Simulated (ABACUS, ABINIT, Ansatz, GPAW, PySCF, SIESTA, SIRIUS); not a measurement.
# The band gap of BP, sorted by core time

```cif
data_structure
_symmetry_space_group_name_H-M 'F-43m'
_symmetry_Int_Tables_number 216
_cell_length_a 4.5380
_cell_length_b 4.5380
_cell_length_c 4.5380
_cell_angle_alpha 90.000
_cell_angle_beta 90.000
_cell_angle_gamma 90.000
_cell_volume 93.45
loop_
_atom_site_label
_atom_site_type_symbol
_atom_site_symmetry_multiplicity
_atom_site_Wyckoff_symbol
_atom_site_fract_x
_atom_site_fract_y
_atom_site_fract_z
_atom_site_occupancy
P1 P 4 c 0.25000 0.25000 0.25000 1
B1 B 4 a 0.00000 0.00000 0.00000 1
```

| rung | level | program and potentials | cutoff (eV) | k mesh | task | core time | chip | band gap (eV) | notes |
| --- | --- | --- | --- | --- | --- | --- | --- | --- | --- |
| GGA | PBE | Ansatz, PAW datasets made for the crystal | 280 | 6 × 6 × 6 | single point | 4.6 s | Arm Neoverse N1 | 1.34 | - |
| LDA | LDA | ABINIT, PseudoDojo NC SR LDA v0.4.1 standard | 925 | 8 × 8 × 8 | single point | 5.3 s | AMD EPYC 9R45 Zen 5 | 1.23 | - |
| GGA | PBEsol | Ansatz, PAW datasets made for the crystal | 280 | 10 × 10 × 10 | band structure | 7.9 s | Arm Neoverse V1 | 1.13 | from the band path |
| GGA | PBEsol | ABACUS, PseudoDojo NC SR 0.4.1 PBEsol standard, plane waves | 1034 | 10 × 10 × 10 | single point | 7.9 s | AMD EPYC 9R45 Zen 5 | 1.14 | - |
| GGA | PBEsol | Ansatz, all-electron LAPW, scalar-relativistic | - | 10 × 10 × 10 | band structure | 8.1 s | Arm Neoverse V1 | 1.13 | from the band path |
| GGA | PBEsol | SIRIUS, PseudoDojo 0.4.1 PBEsol standard (scalar relativistic) | 1054 | 10 × 10 × 10 | single point | 19 s | Arm Neoverse V1 | 1.14 | - |
| LDA | LDA | GPAW, the program's PAW data sets (release 1.2.1) made for this functional | 800 | 10 × 10 × 10 | band structure | 21 s | Intel Xeon Platinum 8488C Sapphire Rapids | 1.18 | - |
| GGA | revPBE | GPAW, the program's PAW data sets (release 1.2.1) made for this functional | 800 | 10 × 10 × 10 | band structure | 22 s | Intel Xeon Platinum 8488C Sapphire Rapids | 1.25 | - |
| GGA | PBEsol | GPAW, PAW data sets generated for this functional | 800 | 10 × 10 × 10 | band structure | 23 s | Intel Xeon Platinum 8488C Sapphire Rapids | 1.13 | - |
| GGA | BLYP | GPAW, PAW data sets generated for this functional | 800 | 10 × 10 × 10 | band structure | 23 s | Intel Xeon Platinum 8488C Sapphire Rapids | 1.51 | - |
| GGA | PBE | SIESTA, files PseudoDojo sr-pbe-0.4.1-standard, DZP (energy shift 0.003 Ry) | - | 10 × 10 × 10 | optical spectrum | 47 s | Arm Neoverse V1 | 1.28 | atomic basis |
| hybrid | HSE06 | Ansatz, PAW datasets made for the crystal | 310 | 6 × 6 × 6 | single point | 56 s | Arm Neoverse N1 | 2.07 | - |
| hybrid | PBE0 | Ansatz, PAW datasets made for the crystal | 310 | 6 × 6 × 6 | single point | 58 s | Arm Neoverse N1 | 2.77 | - |
| meta-GGA | r2SCAN | GPAW, GPAW PAW data sets (gpaw-data 1.2.1) | 800 | 10 × 10 × 10 | band structure | 64 s | Intel Xeon Platinum 8488C Sapphire Rapids | 1.42 | potentials made for PBE |
| GGA | PBEsol | SIRIUS, all-electron FP-LAPW, apw+lo standard | - | 10 × 10 × 10 | single point | 89 s | Intel Xeon Skylake/Cascade Lake | 1.14 | - |
| GGA | PBE | PySCF, DZVP-MOLOPT-HYB/GTH-HYB (UZH) (potentials made for PBE0) | - | 2 × 2 × 2 | atomic charges | 7.8 min | Arm Neoverse V2 | 1.55 | coarse mesh; atomic basis |

Times are single runs on shared hosts and different chips, so they are rough; meshes, cutoffs and the tasks' sizes weigh on the time. All rows: no spin polarisation. Gaps are the least found on the k mesh or the band path, and a mesh can miss the band edges. The cell comes from a database and isn't always the measured one. Meshes differ between rows, which moves values too. All levels ran on this one cell, unrelaxed unless noted. Meshes are those of the run's cell of 2 atoms unless a note names another. Runs on faulty files, with rough fits or with known faults for this quantity aren't shown. No row holds spin-orbit coupling.

By rung: LDA 1.18 to 1.23; GGA 1.13 to 1.51; meta-GGA 1.42; hybrid 2.07 to 2.77; GGA in atomic bases 1.28; GGA on coarse meshes 1.55 (eV).
